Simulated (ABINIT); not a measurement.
Runs of ABINIT 10.8.3 (patched build) on Pb. It takes space group Fm-3m (No. 225, cubic). Conventional cell: a = 4.950 Å, b = 4.950 Å, c = 4.950 Å, α = 90.00°, β = 90.00°, γ = 90.00°. Around Pb (site symmetry m-3m) lie 12 Pb at 3.50 Å. 

```tsv
task	level	potentials or basis	cutoff (eV)	fine-grid cutoff	gap on the mesh (eV)	pressure (GPa)	V0 of scaled cells (Å³/atom)	B0 (GPa)
single point	LDA	JTH PAW PBE v2.0	707	1306.15 eV	none	-2.5	-	-
single point	RPBE	JTH PAW PBE v2.0	707	1306.15 eV	none	3.5	-	-
equation of state	PBE	Ansatz NC PBE	844	-	-	-	31.91	40
equation of state	PBE	PseudoDojo NC SR PBE v0.4 stringent	1197	-	-	-	31.87	40
equation of state	PBE	JTH PAW PBE v2.0	599	1197.3 eV	-	-	31.93	(b)
single point	AM05	JTH PAW PBE v2.0	707	1306.15 eV	none	-0.7	-	-
single point	revPBE	JTH PAW PBE v2.0	707	1306.15 eV	none	(a)	-	-
single point	r2SCAN	JTH PAW PBE v2.0	707	1306.15 eV	none	0.9	-	-
equation of state	PBE	PseudoDojo NC SR PBE v0.4.1 standard	762	-	-	-	31.87	40
single point	BLYP	JTH PAW PBE v2.0	707	1306.15 eV	none	5.6	-	-
equation of state	PBE	JTH PAW PBE v2.0 sp	408	816.342 eV	-	-	31.91	41
equation of state	PBE	SPMS NC PBE v1.0	408	-	-	-	31.87	40
```

Alike in all rows: no spin polarisation; cell as given; k mesh 9 × 9 × 9; smearing fermi-dirac 0.05 eV.

Q: Estimate the missing entries.

A: (a) 3.0; (b) 39.

Caveats: the PAW data sets were made with another functional, which shifts forces and pressure a little (some runs); pressures at fixed basis lie under the slope of the energies (some runs); this set keeps more shells in the core, which shifts pressures and gaps (some runs).

A k mesh can miss the band edges, and the runs leave out spin-orbit coupling on Pb.

A gap of «none» marks a metal or a gap under the smearing width.
